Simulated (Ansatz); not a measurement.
## Li₂S under several functionals and dispersion corrections (calculated)

Starting cell:

Space group Fm-3m (No. 225). a = 5.708 Å, b = 5.708 Å, c = 5.708 Å, α = 90.00°, β = 90.00°, γ = 90.00°
| atom | site | symmetry | x | y | z |
| --- | --- | --- | --- | --- | --- |
| Li | 8c | -43m | 0.2500 | 0.7500 | 0.7500 |
| S | 4a | m-3m | 0.0000 | 0.0000 | 0.0000 |

Ansatz, plane waves and PAW, scalar-relativistic (no spin–orbit coupling), 8×8×8 k-mesh. No spin polarisation. In the setting of the table the starting cell (space group Fm-3m) has 4.036 × 4.036 × 4.036 Å, angles 60.0 / 60.0 / 60.0°. Each functional was followed to zero pressure by scaling the cell, shape and atoms held, then fitted over four more volumes within ±4 % of it.

What cell, stiffness and gap does each give?


| functional | V0 (Å³/atom) | cell | B0 (GPa) | B′ from the pressures | gap on the mesh | cutoff (eV) |
| --- | --- | --- | --- | --- | --- | --- |
| PBEsol + D3(BJ) | 14.21 | 3.923 × 3.923 × 3.923 Å, angles 60.0 / 60.0 / 60.0° | 47 | 3.8 | 3.15 eV | 420 |
| revPBE + D3(BJ) | 13.86 | 3.890 × 3.890 × 3.890 Å, angles 60.0 / 60.0 / 60.0° | 49 | 3.9 | 3.42 eV | 420 |
| BLYP | 15.94 | 4.075 × 4.075 × 4.075 Å, angles 60.0 / 60.0 / 60.0° | 38 | 3.9 | 3.65 eV | 420 |
| r2SCAN + rVV10 | 15.21 | 4.011 × 4.011 × 4.011 Å, angles 60.0 / 60.0 / 60.0° | 43 | 3.9 | 3.80 eV | 500 |
| PBEsol | 15.07 | 3.999 × 3.999 × 3.999 Å, angles 60.0 / 60.0 / 60.0° | 42 | 3.9 | 3.20 eV | 420 |

The volumes span 15.1 %, from revPBE + D3(BJ) to BLYP. The stiffness doesn't follow the volume steadily: stiffest revPBE + D3(BJ) (49 GPa at 13.86 Å³/atom), softest BLYP (38 GPa at 15.94 Å³/atom), yet r2SCAN + rVV10 is stiffer than PBEsol in a larger cell (43 against 42 GPa). Adding D3(BJ) to PBEsol pulls the cell in by 5.7 %.

Caveats: gaps at these levels are rough, and mostly too small.

Points behind the fit for BLYP:

| V (Å³/atom) | E − Emin (meV/atom) | P (GPa) |
| --- | --- | --- |
| 15.310 | 3.22 | 1.68 |
| 15.629 | 0.77 | 0.80 |
| 15.948 | 0.00 | -0.01 |
| 16.267 | 0.75 | -0.74 |
| 16.586 | 2.89 | -1.40 |
